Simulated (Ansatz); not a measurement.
# TaN: the cost of one run

Computed with Ansatz 0.2.0 (DFT r2SCAN, scalar-relativistic, plane waves, PAW, unless a step's input says otherwise).

3 further runs of the same task are left out: 3 set aside as unsound or not needed.

### 1 The structure to begin with

Symmetry: Fm-3m, No. 225, cubic system. The conventional cell has a = 4.397 Å, b = 4.397 Å, c = 4.397 Å, α = 90.00°, β = 90.00°, γ = 90.00°. Ta (site symmetry m-3m) is surrounded by 6 N at 2.20 Å. N (site symmetry m-3m) is surrounded by 6 Ta at 2.20 Å.

Structure file:

```cif
data_structure
_symmetry_space_group_name_H-M 'Fm-3m'
_symmetry_Int_Tables_number 225
_cell_length_a 4.3965
_cell_length_b 4.3965
_cell_length_c 4.3965
_cell_angle_alpha 90.000
_cell_angle_beta 90.000
_cell_angle_gamma 90.000
_cell_volume 84.98
loop_
_atom_site_label
_atom_site_type_symbol
_atom_site_symmetry_multiplicity
_atom_site_Wyckoff_symbol
_atom_site_fract_x
_atom_site_fract_y
_atom_site_fract_z
_atom_site_occupancy
Ta1 Ta 4 b 0.50000 0.00000 0.00000 1
N1 N 4 a 0.00000 0.00000 0.00000 1
```

This cell was relaxed beforehand with the same method: volume 10.62 Å³/atom, gap on the mesh none (metal).

### 2 Static run: bands, density of states and charges

Input file input.yaml:

```yaml
crystal:
  lattice:
    - [0.0, 2.1982663152, 2.1982663152]
    - [2.1982663152, 0.0, 2.1982663152]
    - [2.1982663152, 2.1982663152, 0.0]
  atoms:
    - { symbol: Ta, position: [0.5, 0.5, 0.5] }
    - { symbol: "N", position: [0.0, 0.0, 0.0] }
basis:
  ecutwfc: 500
kpoints:
  mp_grid: { grid: [16, 16, 16] }
  band_path:
    path:
      - [[0.0, 0.0, 0.0], [0.5, 0.0, 0.5], [0.625, 0.25, 0.625]]
      - [[0.375, 0.375, 0.75], [0.0, 0.0, 0.0], [0.5, 0.5, 0.5], [0.5, 0.25, 0.75], [0.5, 0.0, 0.5]]
    npoints: 14
hamiltonian:
  xc: r2scan
scf:
  occupations: { method: gaussian, width: 0.1 }
  n_extra_bands: 6
output:
  forces: true
  stress: true
  eigenvalues: true
  populations: true
  dos: { projected: true, de: 0.02, nscf_kmesh: { grid: [24, 24, 24] } }
  bader: true
  write_density: true
  write_potential: true
  elf: true
  volumetric_format: npy
```

The run is started by

```sh
$ ansatz run input.yaml --threads 1 --pin off --max-ram 2560MiB --backend cpu --events-out ev --progress --plain --runs-dir out
```

**Question.** How long does this run take on 1 thread of Arm Neoverse V1, shared host, and how much memory does it need?

About 32 s, with a peak of 0.39 GiB.
